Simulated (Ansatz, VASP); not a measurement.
**GaP2 in VASP and in Ansatz**

```xyz
3
Lattice="3.6210 0.0000 0.0000 0.0000 3.6210 0.0000 0.0000 0.0000 4.0729" Properties=species:S:1:pos:R:3 pbc="T T T"
Ga    0.0000    0.0000    0.0000
P     1.8105    0.0000    2.2964
P     0.0000    1.8105    1.7765
```

Change from the starting cell: species swapped into the Ta2H type (P-4m2, No. 115).

Alike in both runs: functional PBE; k mesh 4 × 4 × 4; occupations gaussian, width 0.1 eV; no spin polarisation.

Ansatz relaxed the structure, and its values are those at the end. VASP's run is a single point on that final structure, the one shown.

```csv
,VASP,Ansatz
version,VASP 6.6.1,Ansatz 0.2.0
potentials or method,"VASP PAW PBE potentials, release 64 (Ga_d, P)","scalar-relativistic, plane waves, PAW"
plane-wave cutoff (eV),520,420
valence electrons in the cell,23,23
```

Ansatz gave:

| Item | Value |
| --- | --- |
| gap on the k mesh at the Fermi level (eV) | none |
| pressure (GPa) | 0.0 |
| rms of the force components (eV/Å) | 0.009 |

Task: What did VASP give for the same quantities?

Result: gap on the k mesh at the Fermi level (eV): none; pressure (GPa): 0.0; rms of the force components (eV/Å): 0.012.

A gap of «none» marks a metal or a gap that the smearing closes.

Caveats: the k mesh is coarse (spacing up to 0.43 Å⁻¹), so the values aren't converged.
